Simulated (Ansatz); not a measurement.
## What a trial cell of Pt relaxes into

These are results of DFT PBE, scalar-relativistic, plane waves, PAW (Ansatz), not measurements. Cutoff 420 eV, Γ-centred k mesh, Gaussian smearing, no spin polarisation in the final step.

The start puts Pt on the sites of a reported N cell (P2_13, No. 198), at a guessed volume.

```
Pt
1.0
     4.18885    0.00000    0.00000
     0.00000    4.18885    0.00000
     0.00000    0.00000    4.18885
Pt
4
Direct
  0.03000 0.03000 0.03000
  0.47000 0.97000 0.53000
  0.53000 0.47000 0.97000
  0.97000 0.53000 0.47000
```

Cell and atoms relax at zero pressure; the relaxation can't lower the symmetry of the start. After a coarse first stage the cell is made exact in the group found at 0.06 Å.

Describe the relaxed structure.

It ends in Fm-3m (No. 225). The result has the fcc structure. Conventional cell: a = 3.970 Å. Pt is coordinated by 12 Pt at 2.81 Å.

Space group Fm-3m (No. 225). a = 3.970 Å, b = 3.970 Å, c = 3.970 Å, α = 90.00°, β = 90.00°, γ = 90.00°
| atom | site | symmetry | x | y | z |
| --- | --- | --- | --- | --- | --- |
| Pt | 4a | m-3m | 0.0000 | 0.0000 | 0.0000 |

What are its volume, density and gap?

The volume per atom is 15.64 Å³, the density is 20.71 g/cm³ and the gap on the 24×24×24 mesh is 0 eV (a metal).

The final run used a 24×24×24 mesh on its 1-atom cell and 0.10 eV smearing. Spin–orbit coupling is left out. A structure relaxed within its symmetry needn't be a true minimum.